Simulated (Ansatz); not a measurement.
**All-electron card of Sb**

```yaml
crystal:
  lattice:
    - [3.08334, 0.00000, 0.00000]
    - [0.00000, 3.08334, 0.00000]
    - [0.00000, 0.00000, 3.08334]
  atoms:
    - { symbol: Sb, position: [0.00000, 0.00000, 0.00000] }
```

Structure from Materials Project entry mp-133 (possibly hypothetical), not relaxed further.

No spin–orbit coupling, which matters for the heavy atoms here.

Level of theory: DFT, PBEsol, all-electron LAPW, scalar-relativistic in Ansatz 0.2.0.

The runs use a Γ-centred 12×12×12 k mesh, Fermi–Dirac smearing of 0.05 eV, basis error target 0.5 meV/atom, no spin polarisation.

```json
{
 "Pressure at this cell": "-1.21 GPa",
 "Volume per atom": "29.31 Å³"
}
```

**Question.** Predict this quantity. Band gap.

**Answer.** none: with an odd electron count and no spin polarisation the bands can't all be full, a metal in this set-up (spin order or a larger cell could open a gap).

**Question.** Predict this quantity. Density of states at the Fermi level (0.2 eV bin).

**Answer.** 0.51 states/eV per cell.
